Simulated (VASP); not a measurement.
Wanted: the native input for a VASP 6.6.1 run.

```
Task                   : relaxation of shape and atoms at fixed volume
Functional             : LDA
Potentials or basis    : VASP PAW LDA potentials, release 64 (Ba_sv, Ti_sv, O)
Cutoff                 : 600 eV
k mesh                 : 7 × 7 × 7
Occupations            : gaussian, width 0.03 eV
Spin                   : no spin polarisation
Further INCAR settings : ALGO = Normal; EDIFF = 1e-07; IBRION = 2; EDIFFG = -0.01; NSW = 40; ISIF = 4
```

The structure of BaTiO3 lies in POSCAR:

```
BaTiO3                                  
1.0
    2.8539482129      1.6477277689      2.3338800181
   -2.8539482129      1.6477277689      2.3338800181
    0.0000000000     -3.2954555379      2.3338800181
  Ba              Ti              O             
     1     1     3
Direct
     0.9996531987002086    0.9996531987002086    0.9996531987002086
     0.4905882828576651    0.4905882828576651    0.4905882828576651
     0.5080924305203212    0.5080924305203212    0.0127736574014818
     0.0127736574014818    0.5080924305203212    0.5080924305203212
     0.5080924305203212    0.0127736574014818    0.5080924305203212
```

The cell isn't the ideal one: a relaxed cell with its volume scaled by 1.06.

These files were run (other wordings do the same):

INCAR

```
  PREC = Accurate
  ENCUT = 600
  EDIFF = 1E-7
  ISMEAR = 0
  SIGMA = 0.03
  LREAL = F
  LASPH = T
  NELM = 80
  ALGO = Normal
  ISIF = 4
  LWAVE = F
  LCHARG = F
  IBRION = 2
  NSW = 40
  EDIFFG = -0.01
  KPAR = 2
```

KPOINTS

```
Automatic mesh
0
Gamma
  7 7 7
```

Potentials or basis: VASP PAW LDA potentials, release 64 (Ba_sv, Ti_sv, O).

Command:

```console
$ cat potpaw_LDA.64/Ba_sv/POTCAR potpaw_LDA.64/Ti_sv/POTCAR potpaw_LDA.64/O/POTCAR > POTCAR
$ mpirun -np 2 vasp_std > vasp.out
```

Results of the run:

```yaml
Energy_gained_by_relaxing: 6.9 meV/atom
Ionic_steps: 9
Pressure_after_relaxing: -6.8 GPa
Largest_force_after_relaxing: 0.009 eV/Å
Band_gap_on_the_k_mesh: 2.50 eV, indirect (least direct gap 2.93 eV)
```

Caveat: spin-orbit coupling is left out, which moves the levels of the heavy elements; an odd mesh through Γ misses points on the zone boundary, where band edges often lie.

Run time: 2.3 min on 2 MPI ranks on Intel(R) Xeon(R) Platinum 8375C CPU @ 2.90GHz (Ice Lake), on a shared host, peak memory 0.21 GiB a rank.
